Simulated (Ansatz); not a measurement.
The system is Pd.

```
CELL_PARAMETERS angstrom
-1.57228 1.57228 1.57228
1.57228 -1.57228 1.57228
1.57228 1.57228 -1.57228
ATOMIC_POSITIONS crystal
Pd 0.00000 0.00000 0.00000
```

This isn't the form of Pd at room conditions, which is fcc.

Program: Ansatz 0.2.0. Alike in all runs: potentials or basis Ansatz PAW; cell as given; k mesh 12 × 12 × 12.

Order these runs on this cell by their pressure, lowest first.
A. level BLYP; spin off; cutoff (eV) 420; smearing fermi-dirac 0.05 eV; points for each segment of the path 14
B. level PBEsol; spin SOC, no magnetisation; cutoff (eV) 420; smearing fermi-dirac 0.05 eV; points for each segment of the path 14
C. level r2SCAN; spin off; cutoff (eV) 500; smearing fermi-dirac 0.05 eV; points for each segment of the path 14
D. level PBEsol+D4; spin off; cutoff (eV) 420; smearing fermi-dirac 0.02 eV
E. level LDA; spin off; cutoff (eV) 420; smearing fermi-dirac 0.05 eV; points for each segment of the path 14

E (-15.3 GPa), D (-12.7 GPa), B (-9.9 GPa), C (-5.6 GPa), A (8.7 GPa).

Caveats: the PAW data sets come from PBE, with cores solved anew for the run's functional, which leaves a small shift of forces and pressure; pairwise dispersion overbinds metals, which lowers pressure and volume (some runs); so large a pressure means that the cell lies far from this level's equilibrium, or that cutoff or potentials fall short (some runs); the potentials were made for another functional, which shifts forces and pressure (some runs).

Not every run made on this cell is shown here.
